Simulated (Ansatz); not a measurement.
# A computed series for AlSb: thickness series

Base system: AlSb in the zinc blende structure (space group F-43m, No. 216; a = 6.226 Å). Axes: x, y, z lie along the cube axes.

Free-standing slabs (2 atom(s) a layer) normal to [110] with 15 Å of vacuum; in-plane cell held at bulk.

Method: PBE/PAW in Ansatz (a first-principles code), no SOC, earlier PAW set.

Task: Only one of these has no band gap. Which?
(A) 1 layer
(B) 7 layers
(C) 2 layers

Result: A, 1 layer. Computed: 2 layers: 1.45 eV; 7 layers: 0.61 eV; 1 layer: zero

With Sb present, leaving out spin-orbit coupling can change the band edges. Stability against distortions was not tested. All final runs are without spin polarisation. The zero or small gap of AlSb can change with the level of theory.
